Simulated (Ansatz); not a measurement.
Set up this calculation in Ansatz 0.2.0, as the native input.

| Item | Value |
| --- | --- |
| Task | relaxation of cell and atoms |
| Functional | BLYP |
| Dispersion | D3(BJ) |
| Potentials or basis | Ansatz PAW |
| Cutoff | 420 eV (not typed: the program's choice for these potentials) |
| k mesh | 9 × 9 × 5 |
| Occupations | fermi-dirac, width 0.05 eV |
| Spin | no spin polarisation |

ZnO (zincite):

```xyz
4
Lattice="3.2493 0.0000 0.0000 -1.6247 2.8140 0.0000 0.0000 0.0000 5.2057" Properties=species:S:1:pos:R:3 pbc="T T T"
Zn    1.6247    0.9380    0.0000
Zn    0.0000    1.8760    2.6029
O     0.0000    1.8760    4.5759
O     1.6247    0.9380    1.9730
```

One way to write it, as run:

input.yaml

```yaml
crystal:
  lattice:
    - [3.249308, 0.0, 0.0]
    - [-1.624654, 2.8139832727, 0.0]
    - [0.0, 0.0, 5.205709]
  atoms:
    - { symbol: Zn, position: [0.6666666667, 0.3333333333, 0.0] }
    - { symbol: Zn, position: [0.3333333333, 0.6666666667, 0.5] }
    - { symbol: O, position: [0.3333333333, 0.6666666667, 0.87901] }
    - { symbol: O, position: [0.6666666667, 0.3333333333, 0.37901] }
hamiltonian:
  xc: blyp
  pseudopotentials: { kind: paw }
  dispersion: d3bj
kpoints:
  mp_grid: { grid: [9, 9, 5] }
scf:
  occupations: { method: fermi_dirac, width: 0.05 }
output:
  forces: true
  stress: true
relax:
  f_tol: 0.01
  max_steps: 40
  cell: { stress_tol: 0.05 }
```

Potentials or basis: Ansatz PAW.

Run with:

```sh
$ ansatz run input.yaml --threads 2 --pin off --max-ram 5632MiB --backend cpu --events-out ev --progress --plain --runs-dir out
```

It gave:

```
Relaxed volume                         : 12.15 Å³/atom
Relaxed cell                           : a = 3.259 Å, b = 3.259 Å, c = 5.281 Å, α = 90.00°, β = 90.00°, γ = 120.00°
Space group after relaxing (to 0.05 Å) : P6_3mc (No. 186)
Energy gained by relaxing              : 2.6 meV/atom
Ionic steps                            : 8
Pressure after relaxing                : 0.0 GPa
Band gap on the k mesh                 : 0.91 eV
```

Caveat: odd divisions of the mesh miss points on the zone boundary, where band edges often lie, so the gap on the mesh can be too wide; the plane-wave basis is chosen anew once the cell has moved, so the energies of steps on either side of that aren't comparable; the pressure holds a Pulay correction of +0.9 GPa for the finite cutoff; the PAW data sets come from PBE, with cores solved anew for the run's functional, which leaves a small shift of forces and pressure.

Run time: 51 s on 2 threads of Intel(R) Xeon(R) Processor @ 2.50GHz (Skylake/Cascade Lake), with other jobs on the host, peak memory 0.39 GiB.
